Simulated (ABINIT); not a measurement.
The system is TePb.

```
CELL_PARAMETERS angstrom
0.00000 3.23100 3.23100
3.23100 0.00000 3.23100
3.23100 3.23100 0.00000
ATOMIC_POSITIONS crystal
Pb 0.00000 0.00000 0.00000
Te 0.50000 0.50000 0.50000
```

Base run:

- Program: ABINIT 10.8.3 (patched build)
- Functional: r2SCAN
- Potentials or basis: JTH PAW PBE v2.0
- Cutoff: 707 eV
- k mesh: 7 × 7 × 7
- Occupations: fermi-dirac, width 0.05 eV
- Spin: no spin polarisation

Its results: pressure 1.4 GPa.

Problem. The run is repeated on the same cell with these changes: functional from r2SCAN to BLYP. What comes out?

Solution. Pressure 5.2 GPa.

Caveats: the PAW data sets were made with another functional, which shifts forces and pressure a little.
